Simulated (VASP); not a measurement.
# Ge (I4_1/amd) in VASP: phonons with r2SCAN

Aim: the phonons of Ge with r2SCAN.

All numbers are computed with VASP 6.6.1; they aren't measurements. Logs are shortened: lines on timing, memory, paths and dates and some standing lists are left out, and cuts for length are marked.

### Step 1. The crystal as given

Symmetry: I4_1/amd, No. 141, tetragonal system. Conventional cell: a = 3.947 Å, b = 3.947 Å, c = 5.935 Å, α = 90.00°, β = 90.00°, γ = 90.00°. Ge (site symmetry -4m2) is surrounded by 4 Ge at 2.47 Å.

### Step 2. Phonons, r2SCAN

Input file POSCAR:

```
Ge
1.0
    0.0000000000      2.7911564670      2.9676210000
    2.7911564670      0.0000000000      2.9676210000
    2.7911564670      2.7911564670      0.0000000000
Ge
2
Direct
    0.0000000000      0.0000000000      0.0000000000
    0.2500000000      0.2500000000      0.2500000000
```

Input file INCAR.step1:

```
PREC = Accurate
ENCUT = 600
EDIFF = 1E-8
ISMEAR = 0
SIGMA = 0.01
LREAL = False
LASPH = True
NELM = 80
ALGO = Normal
ISIF = 3
LWAVE = False
LCHARG = False
METAGGA = R2SCAN
LMIXTAU = True
IBRION = 2
NSW = 40
EDIFFG = -0.002
```

Input file INCAR.step2:

```
PREC = Accurate
ENCUT = 600
EDIFF = 1E-8
ISMEAR = 0
SIGMA = 0.01
LREAL = False
LASPH = True
NELM = 80
ALGO = Normal
ISIF = 2
LWAVE = False
LCHARG = False
METAGGA = R2SCAN
LMIXTAU = True
IBRION = 6
NFREE = 2
POTIM = 0.015
NSW = 1
```

Input file KPOINTS:

```
regular mesh
0
Gamma
  8 8 8
```

Potentials or basis: VASP PAW PBE potentials, release 64 (Ge_d).

Launch:

```
$ cat potpaw_PBE.64/Ge_d/POTCAR > POTCAR
$ cp INCAR.step1 INCAR
$ mpirun -np 1 vasp_std > vasp.out
$ cp CONTCAR POSCAR
$ cp INCAR.step2 INCAR
$ mpirun -np 1 vasp_std > vasp.out
```

OUTCAR:

```text
PREC = Accurate
   ENCUT = 600
   EDIFF = 1E-8
   ISMEAR = 0
   LREAL = False
   LASPH = True
   NELM = 80
   ISIF = 2
   METAGGA = R2SCAN
   IBRION = 6
   NFREE = 2
   POTIM = 0.015
   NSW = 1

 ion  position               nearest neighbor table
   1  0.000  0.000  0.000-   2 2.46   2 2.46   2 2.46   2 2.46
   2  0.250  0.250  0.250-   1 2.46   1 2.46   1 2.46   1 2.46

  LATTYP: Found a body centered tetragonal cell.
 ALAT       =     4.0136941338
 C/A-ratio  =     1.4139333755

  Lattice vectors:

 A1 = (   0.0000000000,  -2.8381103396,  -2.8375480474)
 A2 = (   0.0000000000,   2.8381103396,  -2.8375480474)
 A3 = (   2.8381103396,   0.0000000000,   2.8375480474)

Analysis of symmetry for initial positions (statically):
=====================================================================
 Subroutine PRICEL returns:
 Original cell was already a primitive cell.

 Routine SETGRP: Setting up the symmetry group for a
 body centered tetragonal supercell.

 Subroutine GETGRP returns: Found 16 space group operations
 (whereof  8 operations were pure point group operations)
 out of a pool of 16 trial point group operations.

The static configuration has the point symmetry D_2d.
 The point group associated with its full space group is D_4h.

Analysis of symmetry for dynamics (positions and initial velocities):
=====================================================================
 Subroutine PRICEL returns:
 Original cell was already a primitive cell.

 Routine SETGRP: Setting up the symmetry group for a
 body centered tetragonal supercell.

 Subroutine GETGRP returns: Found 16 space group operations
 (whereof  8 operations were pure point group operations)
 out of a pool of 16 trial point group operations.

The dynamic configuration has the point symmetry D_2d.
 The point group associated with its full space group is D_4h.

 Subroutine INISYM returns: Found 16 space group operations
 (whereof  8 operations are pure point group operations),
 and found     1 'primitive' translations

----------------------------------------------------------------------------------------

                                     Primitive cell

  volume of cell :      45.7122

  direct lattice vectors                    reciprocal lattice vectors
     0.000000000  2.838110340  2.837548047    -0.176173559  0.176173559  0.176208470
     2.838110340  0.000000000  2.837548047     0.176173559 -0.176173559  0.176208470
     2.838110340  2.838110340  0.000000000     0.176173559  0.176173559 -0.176208470

  length of vectors
     4.013296553  4.013296553  4.013694134     0.305161713  0.305161713  0.305161713

  position of ions in fractional coordinates (direct lattice)
     0.000000000  0.000000000  0.000000000
     0.250000000  0.250000000  0.250000000

  ion indices of the primitive-cell ions
   primitive index   ion index
                 1           1
                 2           2

----------------------------------------------------------------------------------------

 KPOINTS: regular mesh

Automatic generation of k-mesh.
 Grid dimensions read from file:
 generate k-points for:    8    8    8

 Generating k-lattice:

  Cartesian coordinates                     Fractional coordinates (reciprocal lattice)
    -0.022021695  0.022021695  0.022026059     0.125000000  0.000000000  0.000000000
     0.022021695 -0.022021695  0.022026059     0.000000000  0.125000000  0.000000000
     0.022021695  0.022021695 -0.022026059     0.000000000  0.000000000  0.125000000
[... 51 lines left out ...]
   ISPIN  =      1    spin polarized calculation?
   LNONCOLLINEAR =      F non collinear calculations
   LSORBIT =      F    spin-orbit coupling
   LASPH  =      T    aspherical Exc in radial PAW
   ENCUT  =  600.0 eV  44.10 Ry    6.64 a.u.   8.02  8.02  8.02*2*pi/ulx,y,z
   NELM   =     80;   NELMIN=  2; NELMDL=  0     # of ELM steps
   EDIFF  = 0.1E-07   stopping-criterion for ELM
   LREAL  =      F    real-space projection
   EDIFFG = 0.1E-06   stopping-criterion for IOM
   NSW    =     61    number of steps for IOM
   IBRION =      6    ionic relax: 0-MD 1-quasi-New 2-CG
   NFREE  =      2    steps in history (QN), initial steepest desc. (CG)
   ISIF   =      2    stress and relaxation
   ISYM   =      2    0-nonsym 1-usesym 2-fastsym
   POTIM  = 0.0150    time-step for ionic-motion
   TEBEG  =    0.0;   TEEND  =   0.0 temperature during run
   PSTRESS=    0.0 pullay stress
   NELECT =      28.0000    total number of electrons
   NUPDOWN=      -1.0000    fix difference up-down
   EMIN   =  10.00;   EMAX   =-10.00  energy-range for DOS
   EFERMI =   0.00;   METHOD = LEGACY
   ISMEAR =     0;   SIGMA  =   0.01  broadening in eV -4-tet -1-fermi 0-gaus
   EFERMI_NEDOS =   21; number of points for ismear=-14 and -15
   IALGO  =     38    algorithm
   IMIX   =      4    mixing-type and parameters
     AMIX     =   0.40;   BMIX     =  1.00
     AMIX_MAG =   1.60;   BMIX_MAG =  1.00
  volume/ion in A,a.u.               =      22.86       154.24
  Fermi-wavevector in a.u.,A,eV,Ry     =   1.390327  2.627337 26.300182  1.933009
  Thomas-Fermi vector in A             =   2.514273
   LORBIT       =      0    0 simple, 1 ext, 2 COOP (PROOUT), +10 PAW based schemes
   METAGGA = R2SCAN    functional components
   LHFCALC =     F    Hartree Fock is set to
   AEXX    =    0.0000 exact exchange contribution
   IVDW    =     0    specifies the selected vdW correction
   LEPSILON=     F    determine dielectric tensor
   LRPA    =     F    only Hartree local field effects (RPA)
 finite differences with symmetry
 non-spin polarized calculation
 Gauss-broadening in eV      SIGMA  =   0.01
  energy-cutoff  :      600.00
  volume of cell :       45.71
 maximum number of plane-waves:      1540
   NGX = 17   NGY = 17   NGZ = 17

--------------------------------------- Ionic step        1  -------------------------------------------

 number of electron      28.0000020 magnetization

 Free energy of the ion-electron system (eV)
  ---------------------------------------------------
  ext. energy  EPLUGINS =         0.00000000
  ---------------------------------------------------
  free energy    TOTEN  =       -27.73737149 eV

  energy without entropy =      -27.73737149  energy(sigma->0) =      -27.73737149

------------------------ aborting loop because EDIFF is reached ----------------------------------------

  FORCE on cell =-STRESS in cart. coord.  units (eV):
  Direction    XX          YY          ZZ          XY          YZ          ZX
  --------------------------------------------------------------------------------------
  -------------------------------------------------------------------------------------
  Total        0.0031822      0.0031822      0.0079262      0.0000000     -0.0000000      0.0000000
  in kB        0.1115332      0.1115332      0.2778077      0.0000000     -0.0000000      0.0000000
  external PRESSURE =       0.1669580 kB  Pullay stress =       0.0000000 kB
[... 131 lines left out ...]
--------------------------------------- Ionic step        5  -------------------------------------------

 number of electron      28.0000016 magnetization

 Free energy of the ion-electron system (eV)
  ---------------------------------------------------
  ext. energy  EPLUGINS =         0.00000000
  ---------------------------------------------------
  free energy    TOTEN  =       -27.73604852 eV

  energy without entropy =      -27.73604852  energy(sigma->0) =      -27.73604852

 E-fermi :   4.9391     XC(G=0): -10.7686

 val. band max:        4.7822900435   @ k =   0.0000   0.0000   0.0000
 cond. band min:       5.0220100852   @ k =   0.0000   0.0000   0.0000
 fundamental gap:      0.2397200416
 Fermi energy:         4.9390889367

 k-point     1 :       0.0000    0.0000    0.0000
  band No.  band energies     occupation
      1     -20.7757      2.00000
      2     -20.7725      2.00000
      3     -20.7688      2.00000
      4     -20.7337      2.00000
      5     -20.7336      2.00000
      6     -20.5231      2.00000
[... 481 lines left out ...]
      5     -20.6755      2.00000
      6     -20.5840      2.00000
[... 10 lines left out ...]
     17       9.7689      0.00000
     18      10.7340      0.00000

 [... further k-points ...]
[... 5 lines left out ...]
  --------------------------------------------------------------------------------------
  -------------------------------------------------------------------------------------
  Total        0.0058121      0.0058121      0.0056039     -0.1247080      0.0000000      0.0000000
  in kB        0.2037093      0.2037093      0.1964117     -4.3709223      0.0000000      0.0000000
  external PRESSURE =       0.2012768 kB  Pullay stress =       0.0000000 kB
[... 17 lines left out ...]
  FREE ENERGIE OF THE ION-ELECTRON SYSTEM (eV)
  ---------------------------------------------------
  free  energy   TOTEN  =       -27.7360485233 eV

  energy  without entropy=      -27.7360485233  energy(sigma->0) =      -27.73604852

 INTERNAL STRAIN TENSORS FROM DISPLACED ATOMS
 ============================================

 INTERNAL STRAIN TENSOR FOR ION    1 for displacements in x,y,z  (eV/Angst):
          X           Y           Z          XY          YZ          ZX
  --------------------------------------------------------------------------------
  x     0.00000     0.00000     0.00000     0.00000     8.28931     0.00000
  y     0.00000     0.00000     0.00000     0.00000     0.00000     8.28923
  z     0.00000     0.00000     0.00000     8.29459     0.00000     0.00000

 INTERNAL STRAIN TENSOR FOR ION    2 for displacements in x,y,z  (eV/Angst):
          X           Y           Z          XY          YZ          ZX
  --------------------------------------------------------------------------------
  x     0.00000     0.00000     0.00000     0.00000    -8.28931     0.00000
  y     0.00000     0.00000     0.00000     0.00000     0.00000    -8.28923
  z     0.00000     0.00000     0.00000    -8.29459     0.00000     0.00000

 Eigenvectors and eigenvalues of the dynamical matrix
 ----------------------------------------------------

   1 f  =    8.901485 THz    55.929677 2PiTHz  296.921564 cm-1    36.813565 meV
             X         Y         Z           dx          dy          dz
      0.000000  0.000000  0.000000     0.000000   -0.707107    0.000000
      1.419055  1.419055  1.418774     0.000000    0.707107    0.000000
[... 21 lines left out ...]
   6 f  =    0.000000 THz     0.000000 2PiTHz    0.000000 cm-1     0.000000 meV
             X         Y         Z           dx          dy          dz
      0.000000  0.000000  0.000000     0.000000    0.000000    0.707107
      1.419055  1.419055  1.418774     0.000000    0.000000    0.707107

 ELASTIC MODULI CONTR FROM IONIC RELAXATION (kBar)
 Direction    XX          YY          ZZ          XY          YZ          ZX
 --------------------------------------------------------------------------------
 XX           0.0000      0.0000      0.0000      0.0000      0.0000      0.0000
 YY           0.0000      0.0000      0.0000      0.0000      0.0000      0.0000
 ZZ           0.0000      0.0000      0.0000      0.0000      0.0000      0.0000
 XY           0.0000      0.0000      0.0000   -204.9456      0.0000      0.0000
 YZ           0.0000      0.0000      0.0000      0.0000   -204.6092      0.0000
 ZX           0.0000      0.0000      0.0000      0.0000      0.0000   -204.6057
 --------------------------------------------------------------------------------
```

Wall time 25 min (1 thread of Intel Xeon 6975P-C (Granite Rapids), shared host); peak memory 0.34 GiB.

Results:

```yaml
Relaxed_volume: 22.86 Å³/atom
Relaxed_cell: a = 4.013 Å, b = 4.013 Å, c = 4.014 Å, α = 60.00°, β = 60.00°, γ = 60.01°
Space_group_after_relaxing_to_0.05_Å: Fd-3m (No. 227)
Highest_phonon_frequency_at_Γ: 297 cm⁻¹
```

Step by step:
```
step  energy change (eV)  largest force (eV/Å)  pressure (GPa)  volume (Å³)
   1              0.0000                0.0000           -0.69        46.24
   2             -0.0286                0.0000            0.25        45.55
   3             -0.0316                0.0000            0.69        45.28
   4             -0.0317                0.0000            0.79        45.23
   5             -0.0327                0.0000           -0.38        45.96
   6             -0.0330                0.0000            0.00        45.71
   7             -0.0330                0.0000           -0.02        45.72
   8             -0.0330                0.0000           -0.03        45.73
   9             -0.0330                0.0000            0.02        45.70
  10             -0.0330                0.0000            0.01        45.71
  11             -0.0330                0.0000            0.01        45.71
  12             -0.0330                0.0000            0.00        45.71
```

Final structure:
```
CELL_PARAMETERS angstrom
0.00000 2.83811 2.83755
2.83811 0.00000 2.83755
2.83811 2.83811 0.00000
ATOMIC_POSITIONS crystal
Ge 0.00000 0.00000 0.00000
Ge 0.25000 0.25000 0.25000
```

Phonon frequencies in cm⁻¹ (negative: imaginary):
```
              q point        frequencies
(0.000, 0.000, 0.000)  0 0 0 297 297 297
```

Caveat: the PAW data sets were made with another functional, which shifts forces and pressure a little.
